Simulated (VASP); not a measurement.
Set up this calculation in VASP 6.6.1, as the native input.

- Task: dielectric tensor
- Functional: PBE
- Potentials or basis: VASP PAW PBE potentials, release 64 (Zn, O)
- Cutoff: 520 eV
- k mesh: 15 × 15 × 9
- Occupations: gaussian, width 0.03 eV
- Spin: no spin polarisation
- Monkhorst-Pack mesh: no
- Further INCAR settings: ALGO = Normal; EDIFF = 1e-08

The structure of ZnO (zincite) lies in POSCAR:

```
ZnO                                     
1.0
    3.2367608139      0.0000000000      0.0000000000
   -1.6183804069      2.8031170908      0.0000000000
    0.0000000000      0.0000000000      5.2238626343
  Zn              O             
     2     2
Direct
     0.3333333332999970    0.6666666667000030    0.4999835651137493
     0.6666666667000030    0.3333333332999970    0.9999835651137564
     0.6666666667000030    0.3333333332999970    0.3790264348862517
     0.3333333332999970    0.6666666667000030    0.8790264348862517
```

One way to write it, as run:

INCAR

```
SYSTEM = ZnO
PREC = Accurate ; ENCUT = 520
EDIFF = 1E-8 ; ISMEAR = 0
SIGMA = 0.03 ; LREAL = .False.
LASPH = .True. ; NELM = 80
ALGO = Normal ; ISIF = 2
LWAVE = .False. ; LCHARG = .False.
GGA = PE ; LEPSILON = .True.
KPAR = 2
```

KPOINTS

```
Automatic mesh
0
Gamma
  15 15 9
  0 0 0
```

Potentials or basis: VASP PAW PBE potentials, release 64 (Zn, O).

Launch:

```bash
$ cat potpaw_PBE.64/Zn/POTCAR potpaw_PBE.64/O/POTCAR > POTCAR
$ mpirun -np 2 vasp_std > vasp.out
```

Results of the run:

```yaml
Band_gap_on_the_k_mesh: 0.79 eV, direct
Electronic_dielectric_tensor_diagonal: 5.14, 5.14, 5.16
Born_charges_mean_of_the_diagonal: Zn +2.13; O -2.13 e
```

Caveat: an odd mesh through Γ misses points on the zone boundary, where band edges often lie.

It took 9.3 min on 2 MPI ranks on Intel(R) Xeon(R) Platinum 8375C CPU @ 2.90GHz (Ice Lake), on a shared host, peak memory 1.1 GiB a rank.
